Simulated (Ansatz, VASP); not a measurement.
# Cu in VASP and in Ansatz

```
Cu
1.0
     1.74391    1.74391    0.00000
    -1.74391    1.74391    0.00000
     0.00000    0.00000    3.77722
Cu
2
Direct
  0.00000 0.00000 0.00000
  0.50000 0.50000 0.50000
```

Change from the starting cell: uniaxial strain along c, a, b and atoms relaxed: +6.0 %.

Alike in both runs: functional PBEsol; k mesh 20 × 20 × 14; occupations gaussian, width 0.1 eV; no spin polarisation.

Ansatz relaxed the structure, and its values are those at the end. VASP's run is a single point on that final structure, the one shown.

|  | VASP | Ansatz |
| --- | --- | --- |
| version | VASP 6.6.1 | Ansatz 0.2.0 |
| potentials or method | VASP PAW PBE potentials, release 64 (Cu) | scalar-relativistic, plane waves, PAW |
| plane-wave cutoff (eV) | 520 | 420 |
| valence electrons in the cell | 22 | 38 |

VASP gave:

```
gap on the k mesh at the Fermi level (eV) : none
pressure (GPa)                            : -0.9
```

Q: Estimate Ansatz's values.

A: gap on the k mesh at the Fermi level (eV): none; pressure (GPa): -2.1.

A gap of «none» marks a metal or a gap that the smearing closes. The two sets of potentials don't hold the same shells in valence.

Caveats: the PAW data sets were made with another functional, which shifts forces and pressure a little (VASP).
